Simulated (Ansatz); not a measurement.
Here is an Ansatz 0.2.0 calculation.

Contents of input.yaml:

```yaml
crystal:
  lattice:
    - [0.0, -2.11656, -2.11656]
    - [-2.11656, 0.0, -2.11656]
    - [2.11656, 2.11656, -4.23312]
  atoms:
    - { symbol: Cu, position: [0.50388754, 0.47698801, 0.4880064] }
    - { symbol: Cu, position: [0.00388754, 0.97698801, 0.9880064] }
    - { symbol: O, position: [0.74611246, 0.77301199, 0.7619936] }
    - { symbol: O, position: [0.24611246, 0.27301199, 0.2619936] }
hamiltonian:
  xc: blyp
  pseudopotentials: { kind: paw }
kpoints:
  mp_grid: { grid: [10, 10, 6] }
scf:
  occupations: { method: fermi_dirac, width: 0.05 }
output:
  forces: true
  stress: true
  eigenvalues: true
relax:
  f_tol: 0.01
  max_steps: 40
  cell: { stress_tol: 0.05 }
```

Potentials or basis: Ansatz PAW.

The run is started by

```sh
$ ansatz run input.yaml --threads 2 --pin off --max-ram 5632MiB --backend cpu --events-out ev --progress --plain --runs-dir out
```

(1) Estimate the relaxed volume.

(2) Estimate the band gap on the k mesh.

(3) Predict the space group after relaxing (to 0.05 Å).

(4) What does it give for the relaxed cell?

Answers

(1) 9.98 Å³/atom.

(2) none (metal or under the smearing width).

(3) Fm-3m (No. 225).

(4) a = 3.043 Å, b = 3.043 Å, c = 5.270 Å, α = 73.38°, β = 73.38°, γ = 60.11°.

Caveat: the pressure holds a Pulay correction of +0.9 GPa for the finite cutoff; the run has no spin polarisation, though such a crystal can be magnetic; semilocal functionals often make such compounds metallic where correlation or magnetic order opens a gap, which also shifts bond lengths; the PAW data sets come from PBE, with cores solved anew for the run's functional, which leaves a small shift of forces and pressure.
